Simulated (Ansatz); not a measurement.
## I under changes of volume

One of the cells (44.806 Å³/atom); the others are scaled copies at fixed shape and fractional positions:

```xyz
1
Lattice="2.5383 -3.7066 0.0000 2.5383 3.7066 0.0000 -1.6209 0.0000 2.3811" Properties=species:S:1:pos:R:3 pbc="T T T"
I     1.7279    0.0000    1.1905
```

```yaml
Program: Ansatz 0.2.0
Functional: PBE
Potentials_or_basis: Ansatz PAW
Cutoff: "420 eV (not typed: the program's choice for these potentials)"
k_mesh: 7 × 7 × 11
Occupations: fermi-dirac, width 0.05 eV
Spin: no spin polarisation
```

```tsv
volume (Å³/atom)	energy over the lowest point (meV/atom)	pressure (GPa)
42.118	38.86	2.9
43.014	24.89	2.2
43.910	14.40	1.6
44.806	7.00	1.1
45.702	?	?
46.598	0.09	0.3
47.494	0.00	-0.1
```

Task: What does the run at 45.702 Å³/atom give?

Result: Energy over the lowest point 2.34 meV/atom; pressure 0.7 GPa.

Worked out: A Birch-Murnaghan fit of order 3 (a polynomial in V^(-2/3)) to the other rows has its minimum at 47.08 Å³/atom with B0 = V·E''(V) = 18.9 GPa and B' = 5.3 at fixed shape and positions, which overstates the stiffness. It gives 2.33 meV/atom at 45.702 Å³/atom, against the run's 2.34, and -dE/dV = 0.6 GPa, against 0.7.

Energies are extrapolated to zero smearing.

Caveats: an odd number of electrons without spin polarisation forces a metal; a magnetic or distorted state may lie lower.
